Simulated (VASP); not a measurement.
# N (Fm-3m) in VASP: further runs

The runs below take N through single point, with PBEsol, PBE.

Everything below comes from runs of VASP 6.6.1. Logs are shortened: lines on timing, memory, paths and dates and some standing lists are left out, and cuts for length are marked.

**1. The cell of the first run**

It takes space group Fm-3m (No. 225, cubic). The conventional cell has a = 3.082 Å, b = 3.082 Å, c = 3.082 Å, α = 90.00°, β = 90.00°, γ = 90.00°. N (site symmetry m-3m) has 12 N at 2.18 Å as nearest neighbours.

The real solid is made of molecules; this cell is a model form.

**2. Single point, PBEsol (strained and moved within the space group)**

INCAR

```
PREC = Accurate ; ENCUT = 520
EDIFF = 1E-6 ; ISMEAR = 0
SIGMA = 0.1 ; LREAL = F
LASPH = T ; NELM = 100
ALGO = Fast ; ISIF = 2
LWAVE = F ; LCHARG = F
GGA = PS ; NBANDS = 8
```

KPOINTS

```
Automatic mesh
0
Gamma
  22 22 22
```

POSCAR

```
N
1.0
    0.0000000000      1.5409586128      1.5409586128
    1.5409586128      0.0000000000      1.5409586128
    1.5409586128      1.5409586128      0.0000000000
N
1
Direct
    0.0000000000      0.0000000000      0.0000000000
```

Potentials or basis: VASP PAW PBE potentials, release 64 (N).

Started as:

```bash
$ cat potpaw_PBE.64/N/POTCAR > POTCAR
$ mpirun -np 1 vasp_std > vasp.out
```

OUTCAR:

```text
PREC = Accurate
   ENCUT = 520
   EDIFF = 1E-6
   ISMEAR = 0
   LREAL = F
   LASPH = T
   NELM = 100
   ISIF = 2
   GGA = PS

 ion  position               nearest neighbor table
   1  0.000  0.000  0.000-

  LATTYP: Found a face centered cubic cell.
 ALAT       =     3.0819172256

  Lattice vectors:

 A1 = (   0.0000000000,   1.5409586128,   1.5409586128)
 A2 = (   1.5409586128,   0.0000000000,   1.5409586128)
 A3 = (   1.5409586128,   1.5409586128,   0.0000000000)

Analysis of symmetry for initial positions (statically):
=====================================================================
 Subroutine PRICEL returns:
 Original cell was already a primitive cell.

 Routine SETGRP: Setting up the symmetry group for a
 face centered cubic supercell.

 Subroutine GETGRP returns: Found 48 space group operations
 (whereof 48 operations were pure point group operations)
 out of a pool of 48 trial point group operations.

The static configuration has the point symmetry O_h .

Analysis of symmetry for dynamics (positions and initial velocities):
=====================================================================
 Subroutine PRICEL returns:
 Original cell was already a primitive cell.

 Routine SETGRP: Setting up the symmetry group for a
 face centered cubic supercell.

 Subroutine GETGRP returns: Found 48 space group operations
 (whereof 48 operations were pure point group operations)
 out of a pool of 48 trial point group operations.

The dynamic configuration has the point symmetry O_h .

 Subroutine INISYM returns: Found 48 space group operations
 (whereof 48 operations are pure point group operations),
 and found     1 'primitive' translations

----------------------------------------------------------------------------------------

                                     Primitive cell

  volume of cell :       7.3182

  direct lattice vectors                    reciprocal lattice vectors
     0.000000000  1.540958613  1.540958613    -0.324473348  0.324473348  0.324473348
     1.540958613  0.000000000  1.540958613     0.324473348 -0.324473348  0.324473348
     1.540958613  1.540958613  0.000000000     0.324473348  0.324473348 -0.324473348

  length of vectors
     2.179244569  2.179244569  2.179244569     0.562004324  0.562004324  0.562004324

  position of ions in fractional coordinates (direct lattice)
     0.000000000  0.000000000  0.000000000

  ion indices of the primitive-cell ions
   primitive index   ion index
                 1           1

----------------------------------------------------------------------------------------

 KPOINTS: Automatic mesh

Automatic generation of k-mesh.
 Grid dimensions read from file:
 generate k-points for:   22   22   22

 Generating k-lattice:

  Cartesian coordinates                     Fractional coordinates (reciprocal lattice)
    -0.014748789  0.014748789  0.014748789     0.045454545  0.000000000  0.000000000
     0.014748789 -0.014748789  0.014748789     0.000000000  0.045454545  0.000000000
     0.014748789  0.014748789 -0.014748789     0.000000000  0.000000000  0.045454545

  Length of vectors
     0.025545651  0.025545651  0.025545651

  Shift w.r.t. Gamma in fractional coordinates (k-lattice)
     0.000000000  0.000000000  0.000000000

 Subroutine IBZKPT returns following result:
 ===========================================

 Found    328 irreducible k-points:

 Following reciprocal coordinates:
            Coordinates               Weight
  0.000000  0.000000  0.000000      1.000000
  0.045455  0.000000  0.000000      8.000000
  0.090909  0.000000  0.000000      8.000000
  0.136364  0.000000  0.000000      8.000000
  0.181818  0.000000  0.000000      8.000000
  0.227273  0.000000  0.000000      8.000000
[... 16 lines left out ...]
  0.500000  0.045455  0.000000     24.000000
 -0.454545  0.045455  0.000000     24.000000
 [... further k-points ...]
   k-points           NKPTS =    328   k-points in BZ     NKDIM =    328   number of bands    NBANDS=      8
   number of dos      NEDOS =    301   number of ions     NIONS =      1
   total plane-waves  NPLWV =   4096
   dimension x,y,z NGX =    16 NGY =   16 NGZ =   16
   dimension x,y,z NGXF=    32 NGYF=   32 NGZF=   32
   ions per type =               1
   NGX,Y,Z   is equivalent  to a cutoff of  12.21, 12.21, 12.21 a.u.
   NGXF,Y,Z  is equivalent  to a cutoff of  24.41, 24.41, 24.41 a.u.
 SYSTEM =  unknown system
   PREC   = accura    normal or accurate (medium, high low for compatibility)
   ISTART =      0    job   : 0-new  1-cont  2-samecut
   ICHARG =      2    charge: 1-file 2-atom 10-const
   ISPIN  =      1    spin polarized calculation?
   LNONCOLLINEAR =      F non collinear calculations
   LSORBIT =      F    spin-orbit coupling
   LASPH  =      T    aspherical Exc in radial PAW
   ENCUT  =  520.0 eV  38.22 Ry    6.18 a.u.   4.05  4.05  4.05*2*pi/ulx,y,z
   NELM   =    100;   NELMIN=  2; NELMDL= -5     # of ELM steps
   EDIFF  = 0.1E-05   stopping-criterion for ELM
   LREAL  =      F    real-space projection
   EDIFFG = 0.1E-04   stopping-criterion for IOM
   NSW    =      0    number of steps for IOM
   IBRION =     -1    ionic relax: 0-MD 1-quasi-New 2-CG
   NFREE  =      0    steps in history (QN), initial steepest desc. (CG)
   ISIF   =      2    stress and relaxation
   ISYM   =      2    0-nonsym 1-usesym 2-fastsym
   POTIM  = 0.5000    time-step for ionic-motion
   TEBEG  =    0.0;   TEEND  =   0.0 temperature during run
   PSTRESS=    0.0 pullay stress
   NELECT =       5.0000    total number of electrons
   NUPDOWN=      -1.0000    fix difference up-down
   EMIN   =  10.00;   EMAX   =-10.00  energy-range for DOS
   EFERMI =   0.00;   METHOD = LEGACY
   ISMEAR =     0;   SIGMA  =   0.10  broadening in eV -4-tet -1-fermi 0-gaus
   EFERMI_NEDOS =   21; number of points for ismear=-14 and -15
   IALGO  =     68    algorithm
   IMIX   =      4    mixing-type and parameters
     AMIX     =   0.40;   BMIX     =  1.00
     AMIX_MAG =   1.60;   BMIX_MAG =  1.00
  volume/ion in A,a.u.               =       7.32        49.39
  Fermi-wavevector in a.u.,A,eV,Ry     =   1.441885  2.724767 28.286940  2.079031
  Thomas-Fermi vector in A             =   2.560467
   LORBIT       =      0    0 simple, 1 ext, 2 COOP (PROOUT), +10 PAW based schemes
   GGA     = PS    functional components
   LHFCALC =     F    Hartree Fock is set to
   AEXX    =    0.0000 exact exchange contribution
   IVDW    =     0    specifies the selected vdW correction
   LEPSILON=     F    determine dielectric tensor
   LRPA    =     F    only Hartree local field effects (RPA)
 non-spin polarized calculation
 RMM-DIIS sequential band-by-band and
 Gauss-broadening in eV      SIGMA  =   0.10
  energy-cutoff  :      520.00
  volume of cell :        7.32
 maximum number of plane-waves:       210
   NGX =  9   NGY =  9   NGZ =  9

 number of electron       4.9999999 magnetization

 Free energy of the ion-electron system (eV)
  ---------------------------------------------------
  ext. energy  EPLUGINS =         0.00000000
  ---------------------------------------------------
  free energy    TOTEN  =        -4.31565937 eV

  energy without entropy =       -4.31253440  energy(sigma->0) =       -4.31409689

 E-fermi :   5.7838     XC(G=0): -12.9957

 val. band max:        5.7816147498   @ k =  -0.4091   0.4091   0.0909
 cond. band min:       5.7875312791   @ k =  -0.4545   0.5000   0.0455
 fundamental gap:      0.0059165293
 Fermi energy:         5.7838240575

 k-point     1 :       0.0000    0.0000    0.0000
  band No.  band energies     occupation
      1     -14.7223      2.00000
      2      10.0214      0.00000
      3      10.0214      0.00000
      4      10.0214      0.00000
      5      29.8725      0.00000
      6      37.9141      0.00000
      7      37.9141      0.00000
      8      37.9141      0.00000

 k-point     2 :       0.0455    0.0000    0.0000
  band No.  band energies     occupation
      1     -14.6445      2.00000
      2       9.8129      0.00000
      3       9.9928      0.00000
      4       9.9928      0.00000
      5      29.9377      0.00000
      6      36.9776      0.00000
      7      38.0141      0.00000
      8      38.0141      0.00000

 k-point     3 :       0.0909    0.0000    0.0000
  band No.  band energies     occupation
      1     -14.4117      2.00000
      2       9.2028      0.00000
      3       9.9102      0.00000
      4       9.9102      0.00000
      5      30.1149      0.00000
      6      35.3489      0.00000
      7      38.2744      0.00000
      8      38.2744      0.00000

 k-point     4 :       0.1364    0.0000    0.0000
  band No.  band energies     occupation
      1     -14.0260      2.00000
      2       8.2340      0.00000
      3       9.7829      0.00000
      4       9.7829      0.00000
      5      30.3408      0.00000
      6      33.8593      0.00000
      7      38.5569      0.00000
      8      38.5569      0.00000

 k-point     5 :       0.1818    0.0000    0.0000
  band No.  band energies     occupation
      1     -13.4904      2.00000
      2       6.9720      0.00000
      3       9.6245      0.00000
      4       9.6245      0.00000
      5      30.4632      0.00000
      6      32.7785      0.00000
      7      38.6146      0.00000
      8      38.6146      0.00000
[... 177 lines left out ...]
 k-point    22 :       0.4545    0.0455    0.0000
  band No.  band energies     occupation
      1      -8.2410      2.00000
      2      -1.8022      2.00000
      3       8.7023      0.00000
      4       8.7034      0.00000
      5      28.5003      0.00000
      6      32.0956      0.00000
      7      35.6856      0.00000
      8      35.8054      0.00000

 k-point    23 :       0.5000    0.0455    0.0000
  band No.  band energies     occupation
      1      -7.5898      2.00000
      2      -2.6170      2.00000
      3       8.6098      0.00000
      4       8.7199      0.00000
      5      28.4243      0.00000
      6      32.0521      0.00000
      7      35.5823      0.00000
      8      35.6507      0.00000

 k-point    24 :      -0.4545    0.0455    0.0000
  band No.  band energies     occupation
      1      -7.7371      2.00000
      2      -2.4365      2.00000
      3       8.5606      0.00000
      4       8.7832      0.00000
      5      28.4469      0.00000
      6      32.0842      0.00000
      7      35.5597      0.00000
      8      35.6872      0.00000

 [... further k-points ...]

------------------------ aborting loop because EDIFF is reached ----------------------------------------

  FORCE on cell =-STRESS in cart. coord.  units (eV):
  Direction    XX          YY          ZZ          XY          YZ          ZX
  --------------------------------------------------------------------------------------
  -------------------------------------------------------------------------------------
  Total       -0.1191571     -0.1191571     -0.1191571      0.0000000      0.0000000     -0.0000000
  in kB      -26.0872059    -26.0872059    -26.0872059      0.0000000      0.0000000     -0.0000000
  external PRESSURE =     -26.0872059 kB  Pullay stress =       0.0000000 kB

 VOLUME and BASIS-vectors are now :
 -----------------------------------------------------------------------------
  energy-cutoff  :      520.00
  volume of cell :        7.32
      direct lattice vectors                 reciprocal lattice vectors
     0.000000000  1.540958613  1.540958613    -0.324473348  0.324473348  0.324473348
     1.540958613  0.000000000  1.540958613     0.324473348 -0.324473348  0.324473348
     1.540958613  1.540958613  0.000000000     0.324473348  0.324473348 -0.324473348

 POSITION                                       TOTAL-FORCE (eV/Angst)
 -----------------------------------------------------------------------------------
      0.00000      0.00000      0.00000         0.000000      0.000000      0.000000
 -----------------------------------------------------------------------------------
    total drift:                                0.000000      0.000000      0.000000

  FREE ENERGIE OF THE ION-ELECTRON SYSTEM (eV)
  ---------------------------------------------------
  free  energy   TOTEN  =        -4.3156593712 eV

  energy  without entropy=       -4.3125344012  energy(sigma->0) =       -4.31409689
```

Wall time 7.8 s (1 thread of Intel Xeon Platinum 8259CL at 2.50GHz (Skylake/Cascade Lake), shared host); peak memory 0.12 GiB.

What came out:

- Free energy: -4.3157 eV
- Pressure: -2.6 GPa
- Band gap on the k mesh: none (metal or under the smearing width)

Levels at points of the mesh, in eV from the Fermi level:
```csv
k point,band 1,band 2,band 3,band 4,band 5,band 6
"(0.00, 0.00, 0.00)",-20.51,4.24,4.24,4.24,24.09,32.13
"(0.50, 0.00, 0.00)",-13.38,-8.53,3.01,3.01,22.49,27.06
"(0.50, 0.50, 0.00)",-10.70,-7.00,0.15,0.15,14.97,18.57
```

Caveat: the PAW data sets were made with another functional, which shifts forces and pressure a little.

(Part 1 of 2 ends here.)
